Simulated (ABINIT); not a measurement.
Runs of ABINIT 10.8.3 (patched build) on KTaO3. The structure is cubic, space group Pm-3m (No. 221). The conventional cell has a = 3.988 Å, b = 3.988 Å, c = 3.988 Å, α = 90.00°, β = 90.00°, γ = 90.00°. Ta (site symmetry m-3m) is surrounded by 6 O at 1.99 Å. K (site symmetry m-3m) has 12 O at 2.82 Å as nearest neighbours. Around O (site symmetry 4/mmm) lie 2 Ta at 1.99 Å. 

```csv
level,potentials or basis,k mesh,mesh quality,gap on the mesh (eV),pressure (GPa)
LDA,JTH PAW LDA v2.0,4 × 4 × 4,not flagged,(a),(b)
PBEsol,JTH PAW PBE v2.0,4 × 4 × 4,not flagged,2.07,-0.1
PBEsol,JTH PAW PBE v2.0,3 × 3 × 3,coarse,2.30,0.2
LDA,JTH PAW LDA v2.0,9 × 9 × 9,not flagged,2.07,-6.2
PBEsol,JTH PAW PBE v2.0,6 × 6 × 6,not flagged,2.09,-0.1
```

Alike in all rows: task single point; no spin polarisation; cell as given; cutoff (eV) 626; smearing fermi-dirac 0.05 eV.

Estimate the missing entries.

(a) 2.02; (b) -6.1.

Caveats: some runs use coarse meshes; spin-orbit coupling is left out, which moves the levels of the heavy elements; the atomic spheres overlap; the PAW data sets were made with another functional, which shifts forces and pressure a little (some runs); an odd mesh through Γ misses points on the zone boundary, where band edges often lie (some runs).

A k mesh can miss the band edges, and the runs leave out spin-orbit coupling on Ta.

Runs at the PBE level aren't shown here.
